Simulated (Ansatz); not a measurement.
# TePb: the change of pressure with volume per atom

Results calculated with Ansatz 0.2.0, not measured. Density functional stress and forces at fixed atoms, pressure and stress positive in compression, spin-unpolarised plane waves.

Cell of the first row (space group Fm-3m, No. 225):
```
CELL_PARAMETERS angstrom
0.00000 3.13710 3.13710
3.13710 0.00000 3.13710
3.13710 3.13710 0.00000
ATOMIC_POSITIONS crystal
Pb 0.00000 0.00000 0.00000
Te 0.50000 0.50000 0.50000
```

Settings of every row: periodic directions 3; functional r2SCAN; spin orbit yes; potentials PAW; wave cutoff 500 eV; k mesh 8x8x8; smearing width 0.02 eV.

```
row  volume per atom (Å³)  pressure (GPa)
  1                30.874               ?
  2                31.849            4.25
  3                32.844            2.57
  4                 33.86            1.11
  5                34.896           -0.18
  6                35.954            -1.3
  7                37.032           -2.27
  8                38.132            -3.1
  9                39.254           -3.81
```

Question: what pressure should row 1 give?

Worked fit of pressure. Take u = (V_r/V)^(2/3) − 1 with V_r = 35.425 Å³ an atom, which is twice the finite (Eulerian) strain; such expansions in the strain, on which the Birch-Murnaghan equation of state is built, carry the rest volume and the bulk modulus. The shown rows have u = 0.07352, 0.05173, 0.03058, 0.01008, -0.00983, -0.02914, -0.04791, -0.06614. Least squares give pressure = −0.763 + 56.45 × u + 158.3 × u² GPa; a straight line predicts inner rows, each left out in turn, worse (root mean square 0.25 against 0.007 GPa). The rows lie off it by 0.01, -0.01, 0.00, 0.00, 0.00, 0.00, 0.00, -0.01. The pressure vanishes at u = 0.0130, or V = 34.74 Å³ an atom, and there the bulk modulus with atoms relaxed is B = −V dP/dV = (2/3)(1 + u) dP/du = 40.9 GPa. The withheld row has u = 0.096, so the fit gives −0.763 + 56.45 × (0.096) + 158.3 × (0.096)² = 6.12 GPa.

The calculation gave 6.21 GPa. The fit lies 0.09 GPa (1.4 % of the value, 0.9 % of the column's range) below it; its largest miss of a shown row is 0.01 GPa. This row lies beyond the range of the fit.
